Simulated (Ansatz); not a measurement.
AlN in Ansatz: the effect of functional

AlN:

```
Al N
1.0
     3.37708    0.00000    0.00000
    -1.68854    2.92463    0.00000
     0.00000    0.00000    4.26969
Al N
2 2
Direct
  0.66667 0.33333 0.25000
  0.33333 0.66667 0.75000
  0.66667 0.33333 0.75000
  0.33333 0.66667 0.25000
```

Measurements of this composition are mostly on another form, of space group No. 186.

The cell isn't the ideal one: volume scaled by 1.06.

Alike in all runs:

| Quantity | Value |
| --- | --- |
| Program | Ansatz 0.2.0 |
| Task | single point |
| Potentials or basis | Ansatz PAW |
| k mesh | 9 × 9 × 7 |
| Occupations | fermi-dirac, width 0.05 eV |
| Spin | no spin polarisation |

Problem. One run gave: gap on the mesh 3.37 eV; pressure -15.8 GPa. Which functional did it use?
A. r2SCAN
B. PBEsol
C. LDA

Solution. A.

```csv
functional,cutoff,gap on the mesh (eV),pressure (GPa)
r2SCAN,500 eV (not typed: the program's choice for these potentials),3.37,-15.8
LDA,420 eV (not typed: the program's choice for these potentials),2.84,-18.6
PBEsol,420 eV (not typed: the program's choice for these potentials),2.74,-13.9
```

Caveats: odd divisions of the mesh miss points on the zone boundary, where band edges often lie, so the gap on the mesh can be too wide; the PAW data sets come from PBE, with cores solved anew for the run's functional, which leaves a small shift of forces and pressure.

A k mesh can miss the band edges.
